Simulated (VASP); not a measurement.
Set up this calculation in VASP 6.6.1, as the native input.

```yaml
Task: band structure
Functional: PBE
Potentials_or_basis: VASP PAW PBE potentials, release 64 (Mg, Sb)
Cutoff: 520 eV
k_mesh: 9 × 9 × 5
Occupations: gaussian, width 0.03 eV
Spin: spin-orbit coupling, no magnetisation
Further_INCAR_settings: ALGO = Normal; EDIFF = 1e-06; NBANDS = 31
```

The structure of Mg3Sb2 lies in POSCAR:

```
Mg3Sb2                                  
1.0
    4.5546491309      0.0000000000     -0.0000000000
   -2.2773245654      3.9444418526      0.0000000000
    0.0000000000     -0.0000000000      7.1860071744
  Mg              Sb            
     3     2
Direct
     0.3333333332999970    0.6666666667000030    0.6325098387795526
     0.6666666667000030    0.3333333332999970    0.3674901612204475
     0.0000000000000000    0.0000000000000000    0.0000000000000000
     0.3333333332999970    0.6666666667000030    0.2237411491208762
     0.6666666667000030    0.3333333332999970    0.7762588508791237
```

The input as run:

INCAR

```
SYSTEM = Mg3Sb2
ALGO     = Normal         ! electronic algorithm
EDIFF    = 1E-6           ! SCF threshold, eV
ENCUT    = 520            ! plane-wave cutoff, eV
GGA      = PE             ! functional
GGA_COMPAT= .FALSE.      
ISIF     = 2              ! what is computed and relaxed
ISMEAR   = 0              ! smearing method
KPAR     = 4            
LASPH    = .TRUE.         ! aspherical terms in the spheres
LCHARG   = .FALSE.        ! write CHGCAR
LORBIT   = 11             ! projections on sites
LREAL    = .FALSE.        ! projectors in reciprocal space
LSORBIT  = .TRUE.         ! spin-orbit coupling
LWAVE    = .FALSE.        ! write WAVECAR
MAGMOM   = 0 0 0 0 0 0 0 0 0 0 0 0 0 0 0 ! initial moments
NBANDS   = 31             ! bands
NELM     = 80             ! most SCF steps
PREC     = Accurate       ! precision mode
SIGMA    = 0.03           ! smearing width, eV
```

KPOINTS

```
k-points
0
G
  9 9 5
  0 0 0
```

KPOINTS_OPT

```
explicit points
213
Reciprocal
 0.0000000000  0.0000000000  0.0000000000 1
 0.0357142857  0.0000000000  0.0000000000 1
 0.0714285714  0.0000000000  0.0000000000 1
 0.1071428571  0.0000000000  0.0000000000 1
 0.1428571429  0.0000000000  0.0000000000 1
 0.1785714286  0.0000000000  0.0000000000 1
[... 205 lines left out ...]
 0.5000000000  0.0000000000  0.0403521400 1
 0.5000000000  0.0000000000 -0.0403521400 1
```

Potentials or basis: VASP PAW PBE potentials, release 64 (Mg, Sb).

Launch:

```console
$ cat potpaw_PBE.64/Mg/POTCAR potpaw_PBE.64/Sb/POTCAR > POTCAR
$ mpirun -np 4 vasp_ncl > vasp.out
```

It gave:

* Pressure: 1.4 GPa
* Largest force: 0.023 eV/Å
* Valence electrons inside the program's atomic spheres: Mg 0.34, 0.28; Sb 2.55

Wall time 3.9 min on 4 MPI ranks on AMD EPYC 9R45 (Zen 5), on a shared host, peak memory 0.77 GiB a rank.
